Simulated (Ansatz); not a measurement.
GaAs, before and after

Recipe of this trial structure of GaAs: species swapped into a sheet modelled on a layer of GaP, with As on the P sites. Its size is a rough estimate.

This is a two-dimensional sheet: the third axis spans vacuum and isn't periodic. Symmetry isn't written into the files.

start.xyz

```xyz
2
Lattice="4.1044 0.0000 0.0000 -2.0522 3.5545 0.0000 0.0000 0.0000 15.0000" Properties=species:S:1:pos:R:3 pbc="T T F"
Ga    0.0000    2.3697    7.1843
As    2.0522    1.1848    7.8157
```

Computed with DFT PBE, scalar-relativistic, plane waves, PAW in Ansatz. Cutoff 420 eV, Gaussian smearing, Γ-centred meshes. In-plane cell and atoms relax first on a coarse mesh and then on a converged one. The steps can't lower the symmetry of their start. No spin polarisation.

end.xyz

```xyz
2
Lattice="4.0443 0.0000 0.0000 -2.0222 3.5025 0.0000 0.0000 0.0000 25.0629" Properties=species:S:1:pos:R:3 pbc="T T F"
Ga    0.0000    2.3350    7.2108
As    2.0222    1.1675    7.7892
```

The symmetry stays p3m1 (No. 69). The area per atom shrinks by 2.9 %, from 7.3 to 7.1 Å². The shortest distance goes from 2.45 Å (Ga–As) to 2.41 Å (Ga–As). The program sets the height of the box itself, so the height of the cell differs between start and end.

```
Layer group                                : p3m1 (No. 69)
In-plane cell                              : a = 4.044 Å, b = 4.044 Å, γ = 120.0°
Area per atom                              : 7.08 Å²
Thickness between the outermost nuclei     : 0.58 Å
Energy over the elements                   : +0.052 eV/atom
Gap on the 12×12×1 mesh of the 2-atom cell : 1.11 eV
```

Energies over the elements count from the elements' standard structures at the same level, with no fitted energy shifts. The separate elements lie lower, so it is unstable against them.

The last run used Gaussian smearing of 0.02 eV. Kohn–Sham gaps at this level usually fall short of measured ones. The reference form of As is held partly by dispersion forces, which this level lacks. Symmetry constrained the relaxation, so the result can be a saddle point. In all, the 3 runs took 2.6 min on 1 thread of Arm Neoverse N1 (shared host).
